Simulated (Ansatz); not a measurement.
# TaN: clamped-ion strain scan

Method: DFT PBEsol, scalar-relativistic, plane waves, PAW (Ansatz). Cutoff 420 eV, Γ-centred 24×24×20 k-points, Gaussian smearing of 0.15 eV. Spin–orbit coupling is left out, which can shift energies with elements as heavy as these. No spin polarisation. Energies are free energies at this smearing, counted from the undisturbed cell; pressure is positive in compression.

The undisturbed cell (relaxed at this level; this form isn't the usual structure):

```yaml
crystal:
  lattice:
    - [2.92399, 0.00000, 0.00000]
    - [-1.46199, 2.53225, 0.00000]
    - [0.00000, 0.00000, 2.87073]
  atoms:
    - { symbol: Ta, position: [0.33333, 0.66667, 0.50000] }
    - { symbol: N, position: [0.00000, 0.00000, 0.00000] }
```

The cell is strained by ε times the Voigt pattern (0, 0, 0, 0, 1, 0) (xx, yy, zz, yz, xz, xy; engineering shear) with fractional coordinates fixed. The cell is metallic on the mesh throughout.

| ε | ΔE (meV/atom) | stress summed along the pattern (GPa, tension positive) | pressure (GPa) |
| --- | --- | --- | --- |
| -0.1000 | 85.3 | -25.59 | 4.2 |
| -0.0500 | 21.2 | -12.78 | 1.1 |
| 0.0000 | 0.0 | 0.00 | 0.0 |
| 0.0125 | 1.3 | 3.19 | 0.1 |
| 0.0250 | 5.3 | 6.39 | 0.3 |
| 0.0375 | 11.9 | ? | ? |
| 0.0625 | 33.2 | 15.98 | 1.6 |
| 0.0750 | 47.8 | ? | ? |
| 0.0875 | 65.2 | 22.38 | 3.2 |

By symmetry 0.1000 repeats -0.1000, -0.0750 repeats 0.0750, 0.0500 repeats -0.0500, -0.0250 repeats 0.0250 in energy, with the opposite slope along the path.

Give the withheld values.

stress summed along the pattern (GPa, tension positive) at ε = 0.0375: 9.58; pressure (GPa) at ε = 0.0375: 0.6; stress summed along the pattern (GPa, tension positive) at ε = 0.0750: 19.18; pressure (GPa) at ε = 0.0750: 2.4.